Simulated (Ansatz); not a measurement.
How far is PAW off for Cd?

```
CELL_PARAMETERS angstrom
2.97887 0.00000 0.00000
-1.48944 2.57978 0.00000
0.00000 0.00000 5.61765
ATOMIC_POSITIONS crystal
Cd 0.33333 0.66667 0.25000
Cd 0.66667 0.33333 0.75000
```

Atom numbers follow the list: Cd1, Cd2.

The cell is COD entry 9008490, as deposited and not checked against the literature; nothing was relaxed.

Levels of theory: DFT, PBEsol, PAW with Ansatz's default frozen-core files, scalar-relativistic (Ansatz 0.2.0); DFT, PBEsol, all-electron LAPW, scalar-relativistic (Ansatz 0.2.0).

For PAW: a Γ-centred 14×14×7 k mesh, Fermi–Dirac smearing of 0.05 eV, cutoff 420 eV, no spin polarisation; the PAW files were made with PBE, and the program remakes their frozen cores for this functional. LAPW targets a basis error of 0.25 meV/atom. The Ansatz runs share mesh, smearing and spin set-up. Plane-wave (PAW) pressures include the program's estimate of the Pulay term.

Stress and pressure are positive in compression.

Levels count from the Fermi level.

| quantity | PAW | LAPW |
| --- | --- | --- |
| pressure (GPa) | -1.44 | -1.45 |
| stress xx (GPa) | -1.35 | -1.36 |
| stress zz (GPa) | -1.61 | -1.62 |
| highest filled level at Γ (eV) | -3.044 | -3.043 |
| lowest empty level at Γ (eV) | 10.298 | 10.298 |
| highest filled level at K (eV) | -0.009 | -0.009 |
| lowest empty level at K (eV) | 0.385 | 0.385 |
| highest filled level at A (eV) | -7.401 | -7.401 |
| lowest empty level at A (eV) | 3.666 | 3.666 |

PAW's pressure differs from the LAPW value by about 0.01 GPa or less.
